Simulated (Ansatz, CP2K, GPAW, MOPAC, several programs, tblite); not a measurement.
# Ga2O3 from cheap methods to r2SCAN

How much accuracy does each second buy? Ga2O3 is computed with 10 methods, from the cheapest up to r2SCAN.

Program: MOPAC, tblite, CP2K, Ansatz, GPAW (versions at each run). Level of theory: no spin polarisation, static lattice; gaps from single points on the cell relaxed beforehand with r²SCAN. These are calculated values, not measurements.

### 1 Starting point

Symmetry: C2/m, No. 12, monoclinic system. Conventional cell: a = 12.255 Å, b = 3.039 Å, c = 5.808 Å, α = 90.00°, β = 103.81°, γ = 90.00°. Ga (site symmetry m) has 4 O at 1.83 to 1.87 Å as nearest neighbours. Around Ga (site symmetry m) lie 6 O at 1.94 to 2.08 Å. O (site symmetry m) is surrounded by 3 Ga at 1.83 to 1.94 Å. O (site symmetry m) has 4 Ga at 1.87 to 2.08 Å as nearest neighbours. O (site symmetry m) is surrounded by 3 Ga at 1.84 to 1.94 Å.

Coordinates:

```cif
data_structure
_symmetry_space_group_name_H-M 'C2/m'
_symmetry_Int_Tables_number 12
_cell_length_a 12.2546
_cell_length_b 3.0391
_cell_length_c 5.8084
_cell_angle_alpha 90.000
_cell_angle_beta 103.807
_cell_angle_gamma 90.000
_cell_volume 210.07
loop_
_atom_site_label
_atom_site_type_symbol
_atom_site_symmetry_multiplicity
_atom_site_Wyckoff_symbol
_atom_site_fract_x
_atom_site_fract_y
_atom_site_fract_z
_atom_site_occupancy
Ga1 Ga 4 i 0.09051 0.00000 0.79477 1
Ga2 Ga 4 i 0.15874 0.50000 0.31444 1
O1 O 4 i 0.16421 0.00000 0.10913 1
O2 O 4 i 0.17335 0.00000 0.56354 1
O3 O 4 i 0.49630 0.00000 0.25625 1
```

**Question.** The methods are PM6, PM7, GFN1-xTB (tblite), GFN2-xTB (tblite), PBE/DZVP, PBE/SZV, coarse PBE, GLLB-SC, PBE, r2SCAN. What gap does r2SCAN give on this cell, and which other methods (full PBE left aside) come nearest to r2SCAN and farthest in gap, volume and bulk modulus?

```
                                               quantity                                                   value
                                                 r2SCAN                  gap 3.02 eV, 10.50 Å³/atom, B₀ 212 GPa
         gap: nearest and farthest of the other methods            PM7 (-0.05 eV), GFN2-xTB (tblite) (-2.00 eV)
      volume: nearest and farthest of the other methods  GFN2-xTB (tblite) (-1.3 %), GFN1-xTB (tblite) (+6.2 %)
bulk modulus: nearest and farthest of the other methods                           PBE/DZVP (-17 %), PM7 (+55 %)
```

For the gap, of the 8 methods compared (full PBE left aside), PM7 comes nearest to r2SCAN and GFN2-xTB (tblite) is farthest. For the volume, of the 4 methods compared (full PBE left aside), GFN2-xTB (tblite) comes nearest to r2SCAN and GFN1-xTB (tblite) is farthest. Among the 4 methods compared for the bulk modulus (full PBE left aside), PBE/DZVP is nearest to r2SCAN and PM7 farthest. A minimal basis or a coarse cutoff and mesh shifts results by its own error, so closeness to r2SCAN can be chance. Cluster runs see only the k-points that fold onto the zone centre, so their gaps can miss the band edges. GLLB-SC is compared with its derivative discontinuity added. No volume is given for PM6, PBE/SZV, coarse PBE, which can hide a larger miss. CPU times run from 4.3 s (coarse PBE) to 3.3 min (GLLB-SC). On this cell PBE/DZVP, GLLB-SC cost more than r2SCAN itself (83 s), so they are no saving here. r2SCAN is a yardstick, not the truth: it usually gives gaps below the measured ones.
